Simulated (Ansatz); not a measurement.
SrCl$_{2}$: do energies and stresses tell the same story?

Method: Ansatz 0.2.0, DFT PBE, scalar-relativistic, plane waves, PAW.

Settings: cutoff 420 eV, Γ-centred mesh 6×6×6 on the computed 3-atom cell, Gaussian smearing of 0.02 eV; no spin polarisation.

Relaxed cell: Fm-3m, a = 7.038 Å, b = 7.038 Å, c = 7.038 Å, α = 90.00°, β = 90.00°, γ = 90.00°, 3 atoms in the primitive cell. Whether it is the stable form of this composition wasn't checked.

Energies at zero smearing and pressures from the stress tensor, at volumes with shape and atoms relaxed:
```tsv
V (Å³/atom)	E − E(first) (meV/atom)	P (GPa)
25.570	0.00	5.80
26.442	-26.46	3.98
27.313	-43.82	2.44
28.185	-53.48	1.14
29.057	-56.61	0.04
29.928	-54.22	-0.90
30.800	-47.13	-1.69
31.962	-31.59	-2.56
```

**Question.** Check P = −dE/dV between neighbouring volumes, and get the bulk modulus from the pressures alone.

**Answer.** With 1 eV/Å³ = 160.2 GPa:
| middle V (Å³/atom) | −ΔE/ΔV (GPa) | mean P (GPa) |
| --- | --- | --- |
| 26.006 | 4.863 | 4.889 |
| 26.877 | 3.191 | 3.212 |
| 27.749 | 1.775 | 1.793 |
| 28.621 | 0.576 | 0.591 |
| 29.493 | -0.441 | -0.428 |
| 30.364 | -1.303 | -1.292 |
| 31.381 | -2.142 | -2.125 |

The two differ by 0.03 GPa at most. The mean of two end pressures misses the average over a step by about ΔV² P″/12, up to 0.03 GPa here; with that taken off 0.00 GPa remains. Around V = 29.057 Å³/atom, the two neighbours give B = −V ΔP/ΔV = 29.057 × 2.04 / 1.743 = 34.0 GPa, against B0 = 33.6 GPa from the Birch–Murnaghan fit of the energies.

Cost: 9 runs of about 0.57 core-minutes in all, on Arm Neoverse V1 (shared hosts).